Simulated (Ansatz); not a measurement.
The parent structure is NaCl in the rock salt structure (space group Fm-3m, No. 225; a = 5.602 Å).

Method: PBEsol (Ansatz, an electronic-structure program, PAW, no SOC).

The change: Li takes the place of Na on all its sites, then cell and atoms are relaxed.

Measured band gap: NaCl 8.97 eV (0 K or low temperature; as listed in Wei Chen et al., Physical Review Materials (2018)); LiCl 9.4 eV (0 K or low temperature; as listed in Wei Chen et al., Physical Review Materials (2018)).

Measured lattice parameter a: NaCl 5.569 Å (static lattice; corrected from measurement; as listed in Daniel Mejia-Rodriguez, S. B. Trickey, Phys. Rev. B (2018)); LiCl 5.07 Å (static lattice; corrected from measurement; as listed in Daniel Mejia-Rodriguez, S. B. Trickey, Phys. Rev. B (2018)).

How well does PBEsol reproduce the measured shift?

With PBEsol the band gap moves by +1.34 eV (5.01 → 6.35) against +0.43 eV measured; the lattice parameter a moves by -0.538 Å (5.602 → 5.064) against -0.499 Å measured.

Whether these cells are dynamically stable was not tested.
